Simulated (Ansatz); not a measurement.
A 2-atom cell of AlP started from a crystallographic database (r2SCAN geometry), in Ansatz:

```cif
data_structure
_symmetry_space_group_name_H-M 'F-43m'
_symmetry_Int_Tables_number 216
_cell_length_a 5.4785
_cell_length_b 5.4785
_cell_length_c 5.4785
_cell_angle_alpha 90.000
_cell_angle_beta 90.000
_cell_angle_gamma 90.000
_cell_volume 164.43
loop_
_atom_site_label
_atom_site_type_symbol
_atom_site_symmetry_multiplicity
_atom_site_Wyckoff_symbol
_atom_site_fract_x
_atom_site_fract_y
_atom_site_fract_z
_atom_site_occupancy
Al1 Al 4 a 0.00000 0.00000 0.00000 1
P1 P 4 d 0.25000 0.25000 0.75000 1
```

G0W0@PBE with 154 empty bands, a screening cutoff of 140 eV and a 4×4×4 mesh (PAW, contour deformation) gives 2.295 eV over the mesh points, from a PBE gap of 1.578 eV; it sums over 158 bands with 169 plane waves in the screening and a wave cutoff of 420 eV. G0W0 values are finite-basis, finite-mesh values. Spin-unpolarised throughout; all numbers are computed.

Problem. Estimate the gap with empty bands 284, screening cutoff 210 eV.

Solution. 2.350 eV (+0.055 eV), from a Kohn-Sham gap of 1.578 eV.

Problem. Estimate the gap with frequency model Godby-Needs pole.

Solution. 2.247 eV (-0.048 eV), from a Kohn-Sham gap of 1.578 eV.

Problem. Estimate the gap with potentials of the kind norm-conserving.

Solution. 2.286 eV (-0.009 eV), from a Kohn-Sham gap of 1.576 eV.
